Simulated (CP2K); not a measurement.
The system is TaN.

```xyz
6
Lattice="5.1850 0.0000 0.0000 -2.5925 4.4903 0.0000 0.0000 0.0000 2.9080" Properties=species:S:1:pos:R:3 pbc="T T T"
Ta   -2.1627    3.9097    0.0769
Ta    0.5928    3.7946    1.6131
Ta    2.3020    1.6995    1.1351
N    -0.3133    4.1534    2.5920
N     1.2001    2.2698    0.2174
N     3.5661    2.1344    0.1814
```

The cell isn't the ideal one: all atoms moved at random.

Base run:

- Program: CP2K 2026.2
- Functional: revPBE
- Dispersion: D3(BJ)+ATM
- Potentials or basis: POTENTIAL_UZH Ta GTH-PBE-q13, N GTH-PBE-q5; DZVP-MOLOPT-PBE-GTH basis
- Density cutoff: 6123 eV
- k mesh: 6 × 6 × 9
- Occupations: fermi-dirac, width 0.05 eV
- Spin: no spin polarisation

Its results: band gap on the k mesh none (metal or under the smearing width); pressure 136.1 GPa; largest force 45.764 eV/Å.

**Question.** The run is repeated on the same cell with these changes: dispersion from D3(BJ)+ATM to D3(BJ). What comes out?

**Answer.** Band gap on the k mesh none (metal or under the smearing width); pressure 135.1 GPa; largest force 45.764 eV/Å.

Caveats: a pressure of tens of GPa on the cell as given is suspect, and the run, the potentials or the cell itself is likely at fault; the potentials were made for another functional, which shifts forces and pressure; the basis of atomic orbitals isn't converged, which shifts pressures, moduli and gaps; pairwise dispersion overbinds metals, which lowers pressure and volume.
